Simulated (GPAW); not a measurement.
MgO:

```
CELL_PARAMETERS angstrom
0.00000 2.09700 2.09700
2.09700 0.00000 2.09700
2.09700 2.09700 0.00000
ATOMIC_POSITIONS crystal
Mg 0.00000 0.00000 0.00000
O 0.50000 0.50000 0.50000
```

The cell is a database's computed one.

Base run:

* Program: GPAW 26.7.0
* Functional: revPBE
* Potentials or basis: the program's PAW data sets (release 1.2.1) made for this functional
* Cutoff: 800 eV
* Basis: pw
* k mesh: 11 × 11 × 11
* Occupations: fermi-dirac, width 0.05 eV
* Spin: no spin polarisation

Its results: band gap on the k mesh 4.98 eV, direct; pressure 11.1 GPa.

Question: The run is repeated on the same cell with these changes: functional from revPBE to RPBE. What comes out?

Answer: Band gap on the k mesh 5.00 eV, direct; pressure 12.1 GPa.

Caveats: an odd mesh through Γ misses points on the zone boundary, where band edges often lie (some runs).

Not every run made on this cell is shown here.
